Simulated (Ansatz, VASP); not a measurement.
## One calculation of Nb, two programs

File INCAR:

```
PREC = Accurate
ENCUT = 520
EDIFF = 1E-6
ISMEAR = -1
SIGMA = 0.1
LREAL = False
LASPH = True
NELM = 80
ALGO = Normal
ISIF = 2
LWAVE = False
LCHARG = False
NBANDS = 20
```

The input KPOINTS:

```
regular mesh
0
Gamma
  11 11 11
```

POSCAR

```
Nb
1.0
    0.0000000000      2.7582228722      2.7582228722
    2.7582228722      0.0000000000      2.7582228722
    2.7582228722      2.7582228722      0.0000000000
Nb
2
Direct
    0.1250000000      0.1250000000      0.1250000000
    0.8750000000      0.8750000000      0.8750000000
```

Input for Ansatz:

```yaml
crystal:
  lattice:
    - [0.0, 2.7582228722, 2.7582228722]
    - [2.7582228722, 0.0, 2.7582228722]
    - [2.7582228722, 2.7582228722, 0.0]
  atoms:
    - { symbol: Nb, position: [0.125, 0.125, 0.125] }
    - { symbol: Nb, position: [0.875, 0.875, 0.875] }
hamiltonian:
  xc: lda
  pseudopotentials:
    kind: paw
    azcp:
      Nb: "pseudopotentials/Nb.paw.azcp"
basis:
  ecutwfc: 420
  fft_grid_basis: typed
kpoints:
  mp_grid: { grid: [11, 11, 11], shift: [0, 0, 0] }
magnetization:
  spin_polarized: false
scf:
  occupations: { method: fermi_dirac, width: 0.1 }
  lower_state_search: "off"
output:
  stress: true
```

Alike in both runs: task single point; functional LDA; k mesh 11 × 11 × 11; occupations fermi-dirac, width 0.1 eV; no spin polarisation.

|  | VASP | Ansatz |
| --- | --- | --- |
| version | VASP 6.6.1 | Ansatz 0.2.0 |
| potentials or method | VASP PAW LDA potentials, release 64 (Nb_sv) | plane waves (420 eV) with PAW, scalar-relativistic |
| plane-wave cutoff (eV) | 520 | 420 |
| valence electrons in the cell | 26 | 26 |

```tsv
	VASP	Ansatz	Ansatz less VASP
pressure (GPa)	13.6	13.5	-0.15
```

Ansatz warned: «pseudo_functional_mismatch».
